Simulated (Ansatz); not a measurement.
InSe:

```xyz
4
Lattice="5.8264 -2.0546 0.0000 5.8264 2.0546 0.0000 -1.7232 0.0000 4.7713" Properties=species:S:1:pos:R:3 pbc="T T T"
In   10.2693    0.0000    0.2235
In   -0.3398    0.0000    4.5479
Se    6.5489    0.0000    3.1918
Se    3.3807    0.0000    1.5795
```

The cell comes from a database or a generator and needn't be the stable form of this composition.

Base run:

| Item | Value |
| --- | --- |
| Program | Ansatz 0.2.0 |
| Functional | LDA |
| Potentials or basis | Ansatz PAW |
| Cutoff | 420 eV (not typed: the program's choice for these potentials) |
| k mesh | 7 × 7 × 6 |
| Occupations | fermi-dirac, width 0.05 eV |
| Spin | no spin polarisation |

Its results: band gap on the k mesh 1.00 eV, indirect (least direct gap 1.06 eV); pressure -2.8 GPa; largest force 0.090 eV/Å.

Question: The run is repeated on the same cell with these changes: functional from LDA to r2SCAN; cutoff from 420 eV (not typed: the program's choice for these potentials) to 500 eV (not typed: the program's choice for these potentials). What comes out?

Answer: Band gap on the k mesh 1.51 eV, indirect (least direct gap 1.62 eV); pressure -0.1 GPa; largest force 0.025 eV/Å.

r2SCAN gives the wider gap, since meta-GGAs in the generalised Kohn-Sham scheme recover part of the derivative discontinuity.

Caveats: spin-orbit coupling is left out, which moves the levels of the heavy elements; the PAW data sets come from PBE, with cores solved anew for the run's functional, which leaves a small shift of forces and pressure.
